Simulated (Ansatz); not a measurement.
Starting cell, ZnTe (zinc blende):

```xyz
2
Lattice="0.0000 3.0895 3.0895 3.0895 0.0000 3.0895 3.0895 3.0895 0.0000" Properties=species:S:1:pos:R:3 pbc="T T T"
Te     4.6343     4.6343     4.6343
Zn     0.0000     0.0000     0.0000
```

In each cell atom 1 (Te, nearest neighbour Zn at 2.676 Å; its periodic images, 4.4 Å or more away, move with it) moves by s·(1.000, 0.000, 0.000) (along Cartesian x), the rest being held.

The numbers are results of PBE (plane waves to 420 eV, PAW, scalar-relativistic; Ansatz, a program for electronic structure), not measurements. k mesh 8×8×8 (Γ-centred), Fermi-Dirac smearing 0.05 eV. E stands for the smeared free energy. Spin-orbit coupling is left out, though Te is heavy. ZnTe was relaxed with its symmetry unable to fall. ΔE is measured from the undisplaced structure.

```json
[
 {"s (Å)": "-0.270", "ΔE (meV/cell)": "161.4"},
 {"s (Å)": "-0.216", "ΔE (meV/cell)": "103.9"},
 {"s (Å)": "-0.162", "ΔE (meV/cell)": "58.7"},
 {"s (Å)": "-0.108", "ΔE (meV/cell)": "26.2"},
 {"s (Å)": "-0.054", "ΔE (meV/cell)": "6.6"},
 {"s (Å)": "0.000", "ΔE (meV/cell)": "0.0"},
 {"s (Å)": "0.054", "ΔE (meV/cell)": "6.6"},
 {"s (Å)": "0.108", "ΔE (meV/cell)": "26.2"},
 {"s (Å)": "0.162", "ΔE (meV/cell)": "58.7"},
 {"s (Å)": "0.216", "ΔE (meV/cell)": "103.9"},
 {"s (Å)": "0.270", "ΔE (meV/cell)": "161.4"}
]
```

**Question.** What force constant k = d²E/ds² at s = 0 does the table give?

**Answer.** 4.5 eV/Å². It is the second difference of the nearest points, corrected with the next pair.

**Question.** With k = 4.50 eV/Å² from the forces, is the well harmonic out to s = 0.270 Å?

**Answer.** ½ks² = 163.9 meV/cell against the computed 161.4 meV/cell, so the well is close to harmonic there.

(For displaced atoms, the force is minus the slope of the energy, and its curvature is a force constant, which sets phonon frequencies.)
